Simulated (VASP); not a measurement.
# Al2Cu (Fm-3m) in VASP: electric field gradients with r2SCAN

Aim: the electric field gradients of Al2Cu with r2SCAN.

Program: VASP 6.6.1. These are calculated values, not measurements. Logs are shortened: lines on timing, memory, paths and dates and some standing lists are left out, and cuts for length are marked.

### Step 1. The undisturbed crystal

It takes space group Fm-3m (No. 225, cubic). The conventional cell has a = 5.729 Å, b = 5.729 Å, c = 5.729 Å, α = 90.00°, β = 90.00°, γ = 90.00°. Al (site symmetry -43m) has 4 Cu at 2.48 Å as nearest neighbours. Cu (site symmetry m-3m) has 8 Al at 2.48 Å as nearest neighbours.

The cell comes from a database or a generator and needn't be the stable form of this composition.

### Step 2. Electric field gradients, r2SCAN (volume scaled by 0.65)

Contents of POSCAR:

```
Al2Cu
1.0
   -1.7546764223      1.7546764223      2.4812314878
    1.7546764223     -1.7546764223      2.4812314878
    1.7546764223      1.7546764223     -2.4812314878
Al Cu
2 1
Direct
    0.7500000000      0.2500000000      0.5000000000
    0.2500000000      0.7500000000      0.5000000000
    0.5000000000      0.5000000000      0.0000000000
```

Contents of INCAR.step1:

```
SYSTEM = Al2Cu
ALGO = Normal
EDIFF = 1E-4
ENCUT = 520
GGA = PE
ISMEAR = -1
LASPH = .TRUE.
LCHARG = .FALSE.
LREAL = .FALSE.
LWAVE = .TRUE.
NBANDS = 16
NELM = 100
PREC = Accurate
SIGMA = 0.05
```

Contents of INCAR.step2:

```
SYSTEM = Al2Cu
ALGO = Normal
EDIFF = 1E-8
ENCUT = 520
ISIF = 2
ISMEAR = -1
ISTART = 1
LASPH = .TRUE.
LCHARG = .FALSE.
LEFG = .TRUE.
LMIXTAU = .TRUE.
LREAL = .FALSE.
LWAVE = .FALSE.
METAGGA = R2SCAN
NBANDS = 16
NELM = 100
PREC = Accurate
SIGMA = 0.05
```

Contents of KPOINTS:

```
k-points
0
G
  13 13 13
  0 0 0
```

Potentials or basis: VASP PAW PBE potentials, release 64 (Al, Cu).

Started as:

```sh
> cat potpaw_PBE.64/Al/POTCAR potpaw_PBE.64/Cu/POTCAR > POTCAR
> cp INCAR.step1 INCAR
> mpirun -np 1 vasp_std > vasp.out
> cp INCAR.step2 INCAR
> mpirun -np 1 vasp_std > vasp.out
```

OUTCAR:

```text
SYSTEM = Al2Cu
   EDIFF = 1E-8
   ENCUT = 520
   ISIF = 2
   ISMEAR = -1
   ISTART = 1
   LASPH = .TRUE.
   LREAL = .FALSE.
   METAGGA = R2SCAN
   NELM = 100
   PREC = Accurate

 ion  position               nearest neighbor table
   1  0.750  0.250  0.500-   3 2.15   3 2.15   3 2.15   3 2.15   2 2.48   2 2.48   2 2.48   2 2.48
                             2 2.48   2 2.48
   2  0.250  0.750  0.500-   3 2.15   3 2.15   3 2.15   3 2.15   1 2.48   1 2.48   1 2.48   1 2.48
                             1 2.48   1 2.48
   3  0.500  0.500  0.000-   2 2.15   1 2.15   2 2.15   1 2.15   1 2.15   2 2.15   1 2.15   2 2.15

  LATTYP: Found a body centered tetragonal cell.
 ALAT       =     3.5093528446
 C/A-ratio  =     1.4140678340

  Lattice vectors:

 A1 = (  -1.7546764223,   1.7546764223,   2.4812314878)
 A2 = (   1.7546764223,  -1.7546764223,   2.4812314878)
 A3 = (   1.7546764223,   1.7546764223,  -2.4812314878)

Analysis of symmetry for initial positions (statically):
=====================================================================
 Subroutine PRICEL returns:
 Original cell was already a primitive cell.

 Routine SETGRP: Setting up the symmetry group for a
 body centered tetragonal supercell.

 Subroutine GETGRP returns: Found 16 space group operations
 (whereof 16 operations were pure point group operations)
 out of a pool of 16 trial point group operations.

The static configuration has the point symmetry D_4h.

Analysis of symmetry for dynamics (positions and initial velocities):
=====================================================================
 Subroutine PRICEL returns:
 Original cell was already a primitive cell.

 Routine SETGRP: Setting up the symmetry group for a
 body centered tetragonal supercell.

 Subroutine GETGRP returns: Found 16 space group operations
 (whereof 16 operations were pure point group operations)
 out of a pool of 16 trial point group operations.

The dynamic configuration has the point symmetry D_4h.

 Subroutine INISYM returns: Found 16 space group operations
 (whereof 16 operations are pure point group operations),
 and found     1 'primitive' translations

----------------------------------------------------------------------------------------
[... 140 lines left out ...]
  free energy    TOTEN  =       -20.84969537 eV

  energy without entropy =      -20.84362744  energy(sigma->0) =      -20.84666141

 E-fermi :  12.4516     XC(G=0): -13.3392

 val. band max:       12.4130662421   @ k =  -0.2308  -0.3077   0.1538
 cond. band min:      12.4595301969   @ k =  -0.2308   0.3077   0.2308
 fundamental gap:      0.0464639548
 Fermi energy:        12.4516267851

 k-point     1 :       0.0000    0.0000    0.0000
  band No.  band energies     occupation
      1      -1.5998      2.00000
      2       5.4319      2.00000
      3       5.4320      2.00000
      4       5.4320      2.00000
      5       6.2111      2.00000
      6       6.2115      2.00000
[... 433 lines left out ...]
      3       5.4654      2.00000
      4       5.7138      2.00000
      5       6.3808      2.00000
      6       6.4815      2.00000
[... 8 lines left out ...]
     15      24.3730      0.00000
     16      27.3175      0.00000

 [... further k-points ...]

------------------------ aborting loop because EDIFF is reached ----------------------------------------

  FORCE on cell =-STRESS in cart. coord.  units (eV):
  Direction    XX          YY          ZZ          XY          YZ          ZX
  --------------------------------------------------------------------------------------
  -------------------------------------------------------------------------------------
  Total       21.8063902     21.8063902     21.8109309      0.0000000      0.0000000      0.0000000
  in kB     1143.3337040   1143.3337040   1143.5717752      0.0000000      0.0000000      0.0000000
  external PRESSURE =    1143.4130611 kB  Pullay stress =       0.0000000 kB

 VOLUME and BASIS-vectors are now :
 -----------------------------------------------------------------------------
  energy-cutoff  :      520.00
  volume of cell :       30.56
      direct lattice vectors                 reciprocal lattice vectors
    -1.754676422  1.754676422  2.481231488     0.000000000  0.284952823  0.201512838
     1.754676422 -1.754676422  2.481231488     0.284952823  0.000000000  0.201512838
     1.754676422  1.754676422 -2.481231488     0.284952823  0.284952823  0.000000000

 POSITION                                       TOTAL-FORCE (eV/Angst)
 -----------------------------------------------------------------------------------
      0.00000      1.75468      1.24062        -0.000000      0.000000     -0.000000
      1.75468      0.00000      1.24062         0.000000     -0.000000     -0.000000
      0.00000      0.00000      2.48123        -0.000000      0.000000      0.000000
 -----------------------------------------------------------------------------------
    total drift:                                0.000000     -0.000000      0.000000

  FREE ENERGIE OF THE ION-ELECTRON SYSTEM (eV)
  ---------------------------------------------------
  free  energy   TOTEN  =       -20.8496953717 eV

  energy  without entropy=      -20.8436274435  energy(sigma->0) =      -20.84666141

 Electric field gradients (V/A^2)
---------------------------------------------------------------------
 ion       V_xx      V_yy      V_zz      V_xy      V_xz      V_yz
---------------------------------------------------------------------
   1       0.004     0.004    -0.009     0.000     0.000     0.000
   2       0.004     0.004    -0.009     0.000     0.000     0.000
   3      -0.024    -0.024     0.047     0.002     0.000     0.000
---------------------------------------------------------------------

 Electric field gradients after diagonalization (V/A^2)
 (convention: |V_zz| > |V_xx| > |V_yy|)
----------------------------------------------------------------------
 ion       V_xx      V_yy      V_zz     asymmetry (V_yy - V_xx)/ V_zz
----------------------------------------------------------------------
   1       0.004     0.004    -0.009       0.012
   2       0.004     0.004    -0.009       0.012
   3      -0.026    -0.022     0.047       0.087
----------------------------------------------------------------------

           NMR quadrupolar parameters

 Cq : quadrupolar parameter    Cq=e*Q*V_zz/h
 eta: asymmetry parameters     (V_yy - V_xx)/ V_zz
 Q  : nuclear electric quadrupole moment in mb (millibarn)
----------------------------------------------------------------------
 ion       Cq(MHz)       eta       Q (mb)
----------------------------------------------------------------------
   1      -0.000       0.012       1.000
   2      -0.000       0.012       1.000
   3       0.000       0.087       1.000
----------------------------------------------------------------------
```

OUTCAR.step1:

```text
SYSTEM = Al2Cu
   EDIFF = 1E-4
   ENCUT = 520
   GGA = PE
   ISMEAR = -1
   LASPH = .TRUE.
[... 684 lines left out ...]
      0.00000      1.75468      1.24062        -0.000000      0.000000      0.000000
      1.75468      0.00000      1.24062        -0.000000      0.000000     -0.000000
      0.00000      0.00000      2.48123         0.000000     -0.000000     -0.000000
 -----------------------------------------------------------------------------------
    total drift:                                0.000000     -0.000000      0.000000

  FREE ENERGIE OF THE ION-ELECTRON SYSTEM (eV)
  ---------------------------------------------------
  free  energy   TOTEN  =        -7.3437517281 eV

  energy  without entropy=       -7.3376970603  energy(sigma->0) =       -7.34072439
```

OSZICAR.step1:

```text
N       E                     dE             d eps       ncg     rms          rms(c)
DAV:   1     0.735197483691E+02    0.73520E+02   -0.72389E+03  6408   0.132E+03
DAV:   2    -0.736065837446E+01   -0.80880E+02   -0.72926E+02  6864   0.236E+02
DAV:   3    -0.104084787782E+02   -0.30478E+01   -0.30026E+01  8456   0.483E+01
DAV:   4    -0.104662486878E+02   -0.57770E-01   -0.57756E-01  7384   0.583E+00
DAV:   5    -0.104685886176E+02   -0.23399E-02   -0.23399E-02  9496   0.125E+00    0.164E+01
DAV:   6    -0.105588425485E+02   -0.90254E-01   -0.33969E+01  7368   0.219E+02    0.101E+01
DAV:   7    -0.742341255731E+01    0.31354E+01   -0.85070E+00  7976   0.908E+01    0.154E+00
DAV:   8    -0.742426484160E+01   -0.85228E-03   -0.76090E-01  8992   0.235E+01    0.235E+00
DAV:   9    -0.734283834086E+01    0.81427E-01   -0.22555E-01  8032   0.176E+01    0.161E-01
DAV:  10    -0.734404639416E+01   -0.12081E-02   -0.84524E-03 10032   0.160E+00    0.117E-01
DAV:  11    -0.734375139886E+01    0.29500E-03   -0.83024E-04  8152   0.103E+00    0.344E-02
DAV:  12    -0.734375172814E+01   -0.32928E-06   -0.26786E-05  3664   0.770E-02
   1 F= -.73437517E+01 E0= -.73407244E+01  d E =-.605467E-02
```

It took 4 min on 1 thread of Intel Xeon 6975P-C (Granite Rapids), shared host; peak memory 0.23 GiB.

Results:

```
Free energy            : -20.8497 eV
Pressure               : 114.3 GPa
Band gap on the k mesh : none (metal or under the smearing width)
```

Electric field gradients, principal values (V/Å²):
```csv
atom,Vxx,Vyy,Vzz
1 Al,0.004,0.004,-0.009
2 Al,0.004,0.004,-0.009
3 Cu,-0.022,-0.026,0.047
```

Caveat: the cell as given lies far from equilibrium; so large a pressure means that the cell lies far from this level's equilibrium, or that cutoff or potentials fall short; the potentials were made for another functional, which shifts forces and pressure.
